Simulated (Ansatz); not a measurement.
# HgTe (Fm-3m) in Ansatz: convergence with xc grid

Aim: find how far xc grid must go before the results for HgTe settle, at PBE. This setting moves, with any that are tied to it; all else stays.

All numbers are computed with Ansatz 0.2.0; they aren't measurements. Logs are shortened: lines on timing, memory, paths and dates and some standing lists are left out, and cuts for length are marked.

**1. The crystal as given**

The structure is cubic, space group Fm-3m (No. 225). Conventional cell: a = 6.360 Å, b = 6.360 Å, c = 6.360 Å, α = 90.00°, β = 90.00°, γ = 90.00°. Around Hg (site symmetry m-3m) lie 6 Te at 3.18 Å. Te (site symmetry m-3m) has 6 Hg at 3.18 Å as nearest neighbours.

Measurements of this composition are mostly on another form, of space group No. 216.

**2. With xc grid 1**

Input file input.yaml:

```yaml
crystal:
  lattice:
    - [0.0, 3.18, 3.18]
    - [3.18, 0.0, 3.18]
    - [3.18, 3.18, 0.0]
  atoms:
    - { symbol: Hg, position: [0.0, 0.0, 0.0] }
    - { symbol: Te, position: [0.5, 0.5, 0.5] }
kpoints:
  mp_grid: { grid: [7, 7, 7] }
scf:
  occupations: { method: fermi_dirac, width: 0.05 }
hamiltonian:
  xc: pbe
  pseudopotentials: { kind: all_electron, lapw: { basis_error: 0.001 } }
output:
  forces: true
  stress: true
  eigenvalues: true
basis:
  xc_grid: 1
```

Potentials or basis: all-electron LAPW, scalar-relativistic.

Started as:

```console
$ ansatz run input.yaml --threads 1 --pin off --max-ram 3072MiB --backend cpu --events-out ev --progress --plain --runs-dir out
```

Wall time 7.3 s (1 thread of Arm Neoverse V2, shared host); peak memory 0.3 GiB.

What came out:

| Quantity | Value |
| --- | --- |
| Free energy | -718714.1883 eV |
| Pressure | -3.7 GPa |
| Band gap on the k mesh | none (metal or under the smearing width) |

**3. With xc grid 2**

Changes to input.yaml since step 2:

```diff
@@ -20,2 +20,2 @@
 basis:
-  xc_grid: 1
+  xc_grid: 2
```

Potentials or basis: all-electron LAPW, scalar-relativistic.

Started as:

```console
$ ansatz run input.yaml --threads 1 --pin off --max-ram 3072MiB --backend cpu --events-out ev --progress --plain --runs-dir out
```

Run time: 7.4 s. Hardware: 1 thread of Arm Neoverse V2, shared host; peak memory 0.3 GiB.

Results:

- Free energy: -718714.1883 eV
- Pressure: -3.7 GPa
- Band gap on the k mesh: none (metal or under the smearing width)

**4. With xc grid 3**

Changes to input.yaml since step 3:

```diff
@@ -20,2 +20,2 @@
 basis:
-  xc_grid: 2
+  xc_grid: 3
```

Started as:

```console
$ ansatz run input.yaml --threads 1 --pin off --max-ram 3072MiB --backend cpu --events-out ev --progress --plain --runs-dir out
```

Wall time 7.3 s (1 thread of Arm Neoverse V2, shared host); peak memory 0.3 GiB.

Results (log left out):

```
Free energy            : -718714.1883 eV
Pressure               : -3.7 GPa
Band gap on the k mesh : none (metal or under the smearing width)
```

**5. With xc grid 4**

Changes to input.yaml since step 4:

```diff
@@ -20,2 +20,2 @@
 basis:
-  xc_grid: 3
+  xc_grid: 4
```

Potentials or basis: all-electron LAPW, scalar-relativistic.

Started as:

```console
$ ansatz run input.yaml --threads 1 --pin off --max-ram 3072MiB --backend cpu --events-out ev --progress --plain --runs-dir out
```

The program printed:

```text
Warning: RAYON_NUM_THREADS=1 ignored (pool sized by the plan → 1); use --threads N
LAPW: plane waves up to 7.010 Å⁻¹, error target 1.0e-3 eV per atom; small_component_spin mean_spin; Te in spheres of 1.553 Å, 24 of its electrons in bands, Dirac shells []; Hg in spheres of 1.627 Å, 34 of its electrons in bands, Dirac shells [] (how accurate: hamiltonian.pseudopotentials.lapw.basis_error, Limitations)
Engine: ansatz 0.2.0, aarch64-unknown-linux-gnu
Pseudopotentials: kind: all_electron
Pseudopotential: Hg, LAPW, valence charge 34, lapw/all_electron/scalar/gaussian/Hg, Koelling and Harmon's equation, gaussian nucleus
Pseudopotential: Te, LAPW, valence charge 24, lapw/all_electron/scalar/gaussian/Te, Koelling and Harmon's equation, gaussian nucleus
Functional definition: PBE
  parameter kappa = 0.804
  parameter beta = 0.06672455060314922
  exchange = pbe_x(kappa = kappa, mu = beta*pi^2/3)
  correlation = pbe_c(beta = beta)
Crystal: 2 atoms, lattice volume = 64.315 Å³
Basis set: ecut = 187.2325616359917 eV, 339 PW (Γ), exchange–correlation at level 4
Bands: 35, of which v1, the nominal top of the filled ones, is band 29 counted from 1 (28 counted from 0)
Symmetry: 48 space group operations
Space group: Fm-3m (ITA 225), of the structure as read, at distance tolerance 4.0e-5 Å
k-points: 20 of 343
Non-local potential: Hg, projectors of the file, none
Non-local potential: Te, projectors of the file, none
Initial density: superposition of atomic densities (chi_scale 0.1, normalization cell, long waves kept (reshape's long-wave potential 0.00 eV rms))
Initial wavefunctions: plane waves of lowest kinetic energy (no species holds an atomic orbital)
Functional: x = pbe(κ = 0.804, μ = 0.2195149727645171), c = pbe(β = 0.06672455060314922)
iter 1 solved again at ethr=5.16e-4 eV; its pass at ethr=1.00e-1 eV (dr2=2.99e-1 eV) is discarded
SCF iter   1: F=—  HF=-718714.372439 eV  |F-HF|=—  |Δ(HF+E_count)|=         —  Δρ=1.43e-2  dr2=2.99e-1  ethr=5.16e-4  ⟨swp⟩=2.7  Hψ=4317  notcnv=0
preconditioner: auto → LDOS  [insulator: Δε(μ)=0.164 eV  Ē_g=11.048 eV  σ=0.050 eV  W_gap=0.68  n_scr=14 (ndim 8)  ℏωp=19.6 eV  f_vac=0.166  D(μ)=1.21/eV (n_scr^D=8)  ε∞_Penn≈4.2  β→1.0]
iter 2 solved again at ethr=1.56e-5 eV; its pass at ethr=5.16e-4 eV (dr2=9.07e-3 eV) is discarded
SCF iter   2: F=—  HF=-718714.206825 eV  |F-HF|=—  |Δ(HF+E_count)|=   1.66e-1  Δρ=2.60e-3  dr2=9.05e-3  ethr=1.56e-5  ⟨swp⟩=2.0  Hψ=3575  notcnv=0
preconditioner: auto → Kerker (q_TF=auto, 2.682 Å⁻¹)  [metal: Δε(μ)=0.106 eV  Ē_g=11.568 eV  σ=0.050 eV  W_gap=0.44  n_scr=14 (ndim 8)  ℏωp=19.6 eV  f_vac=0.145  D(μ)=0.96/eV (n_scr^D=0)  β→0.5]
SCF iter   3: F=—  HF=-718714.201474 eV  |F-HF|=—  |Δ(HF+E_count)|=   5.35e-3  Δρ=3.12e-3  dr2=1.63e-2  ethr=1.56e-5  ⟨swp⟩=3.0  Hψ=2167  notcnv=0
SCF iter   4: F=—  HF=-718714.188137 eV  |F-HF|=—  |Δ(HF+E_count)|=   1.33e-2  Δρ=1.27e-3  dr2=2.77e-3  ethr=1.56e-5  ⟨swp⟩=2.0  Hψ=2033  notcnv=0
SCF iter   5: F=—  HF=-718714.188282 eV  |F-HF|=—  |Δ(HF+E_count)|=   1.45e-4  Δρ=5.43e-4  dr2=4.78e-4  ethr=4.78e-6  ⟨swp⟩=2.0  Hψ=2033  notcnv=0
SCF iter   6: F=—  HF=-718714.188314 eV  |F-HF|=—  |Δ(HF+E_count)|=   3.22e-5  Δρ=1.48e-4  dr2=1.45e-5  ethr=8.25e-7  ⟨swp⟩=2.0  Hψ=2033  notcnv=0
SCF iter   7: F=—  HF=-718714.188325 eV  |F-HF|=—  |Δ(HF+E_count)|=   1.09e-5  Δρ=4.79e-5  dr2=2.97e-6  ethr=2.51e-8  ⟨swp⟩=3.0  Hψ=2080  notcnv=0
SCF iter   8: F=—  HF=-718714.188326 eV  |F-HF|=—  |Δ(HF+E_count)|=   7.48e-7  Δρ=3.07e-5  dr2=1.14e-6  ethr=5.12e-9  ⟨swp⟩=2.5  Hψ=2046  notcnv=0
SCF iter   9: F=—  HF=-718714.188327 eV  |F-HF|=—  |Δ(HF+E_count)|=   7.61e-7  Δρ=1.22e-5  dr2=2.09e-7  ethr=1.96e-9  ⟨swp⟩=3.0  Hψ=2089  notcnv=0
SCF iter  10: F=-718714.188327 eV  HF=-718714.188327 eV  |F-HF|=5.24e-9  |Δ(HF+E_count)|=   2.58e-7  Δρ=4.67e-6  dr2=2.77e-8  ethr=3.60e-10  ⟨swp⟩=3.0  Hψ=2135  notcnv=0
SCF 1 converged in 10 iterations: F = -718714.188327 eV  dr2 = 2.77e-8
SCF converged after 10 iterations
Free energy (F): -718714.188327 eV
Harris-Foulkes:  -718714.188327 eV  (|F-HF|=5.24e-9)
Internal energy: -718714.179915 eV  (E = F + TS)
E sigma→0 (E₀):  -718714.184121 eV
Entropy (-TS):   -0.008411 eV (-4.206 meV/atom)
Fermi energy:    11.248194 eV
--- Per-component energies (eV) ---
  E_band       = -2680.518507
  E_kinetic    = 805979.491826
  E_xc         = -14925.234850
  E_electrostatic = -1509768.436891  (all electrons and nuclei)
  E_smearing   = -0.008411  (= −TS)
  E_closure    = 0.000000  (closes the sum)
  E_atoms      = -718710.908198  (free atoms, spherical and without spin; not in F)
  Σ components = -718714.188327   (vs F -718714.188327, Δ=0.00e0)
  Basis errors (estimates in eV, not in F): energy 3.3e-4 per atom: plane waves 3.3e-4 (1.8e-4 summed), levels above the bands 2.2e-68, relativity 2.4e-8, radial functions 8.8e-6, core shells 7.1e-8; eigenvalues (radial functions only) 6.9e-6; not estimated: angular momenta, meshes, grids; target (lapw.basis_error) 1.0e-3; muffin-tin radii Te 1.553 Å, Hg 1.627 Å
--- Forces (eV/Å), atoms counted from 1 ---
  atom   1  Hg     0.00000000    -0.00000000    -0.00000000
  atom   2  Te     0.00000000    -0.00000000     0.00000000
  max |Σ_I F_I| component: 1.02e-30 eV/Å
--- Stress (GPa, compression-positive) ---
       -3.720900       0.000000       0.000000
        0.000000      -3.720900       0.000000
        0.000000       0.000000      -3.720900
  P = ⅓ Tr σ = -3.7209 GPa (-37.209 kbar)
--- Band table (eV; the first three rows and the last of 20) ---
  k-point 0: bands = ["-147.8626", "-103.1071", "-97.8980", "-97.8980", "-97.8980", "-81.0788", "-81.0788", "-81.0788", "-81.0786", "-81.0786", "-81.0786", "-81.0784", "-51.5538", "-51.5538", "-51.5538", "-25.2134", "-25.2134", "-25.2134", "-25.2122", "-25.2122", "-0.0287", "4.9463", "4.9463", "4.9950", "4.9950", "4.9950", "9.8511", "10.6765", "10.6765", "10.6765", "18.6852", "18.6852", "18.6852", "18.8475", "18.8475"]
  k-point 1: bands = ["-147.8626", "-103.1071", "-97.8980", "-97.8980", "-97.8980", "-81.0788", "-81.0788", "-81.0788", "-81.0786", "-81.0786", "-81.0786", "-81.0784", "-51.5538", "-51.5538", "-51.5538", "-25.2134", "-25.2133", "-25.2133", "-25.2122", "-25.2122", "0.1055", "4.9014", "4.9014", "4.9809", "5.0138", "5.0138", "8.5405", "10.7926", "10.7926", "11.9261", "17.0371", "17.6056", "17.6056", "18.8436", "19.3213"]
  k-point 2: bands = ["-147.8626", "-103.1071", "-97.8980", "-97.8980", "-97.8980", "-81.0788", "-81.0788", "-81.0788", "-81.0786", "-81.0786", "-81.0786", "-81.0784", "-51.5539", "-51.5538", "-51.5538", "-25.2133", "-25.2132", "-25.2132", "-25.2120", "-25.2120", "0.4506", "4.7981", "4.7981", "4.9162", "5.0637", "5.0637", "7.1517", "11.0765", "11.0765", "13.1190", "15.5061", "16.2908", "16.2908", "19.2409", "20.2511"]
  k-point 19: bands = ["-147.8626", "-103.1071", "-97.8980", "-97.8980", "-97.8980", "-81.0788", "-81.0788", "-81.0788", "-81.0786", "-81.0786", "-81.0786", "-81.0784", "-51.5539", "-51.5539", "-51.5538", "-25.2132", "-25.2129", "-25.2125", "-25.2123", "-25.2118", "0.8496", "4.8085", "4.9607", "5.0241", "5.1521", "5.3633", "7.2058", "8.4405", "9.2757", "12.4494", "15.9704", "17.6573", "18.2340", "20.2568", "21.2742"]
```

Wall time 8 s (1 thread of Arm Neoverse V2, shared host); peak memory 0.3 GiB.

What came out:

```yaml
Free_energy: -718714.1883 eV
Pressure: -3.7 GPa
Band_gap_on_the_k_mesh: none (metal or under the smearing width)
```

**6. Result**

| xc grid | energy less the tightest run, at zero smearing (meV/atom) | SCF cycles | CPU time (s) | peak memory (GiB) |
| --- | --- | --- | --- | --- |
| 1 | 0.00 | 10 | 7.3 | 0.3 |
| 2 | 0.00 | 10 | 7.4 | 0.3 |
| 3 | 0.00 | 10 | 7.3 | 0.3 |
| 4 | 0.00 | 10 | 8 | 0.3 |

Against the tightest run, the energy stays within 1 meV/atom from 1 on. The tightest run that finished is the yardstick and may itself not be fully converged.
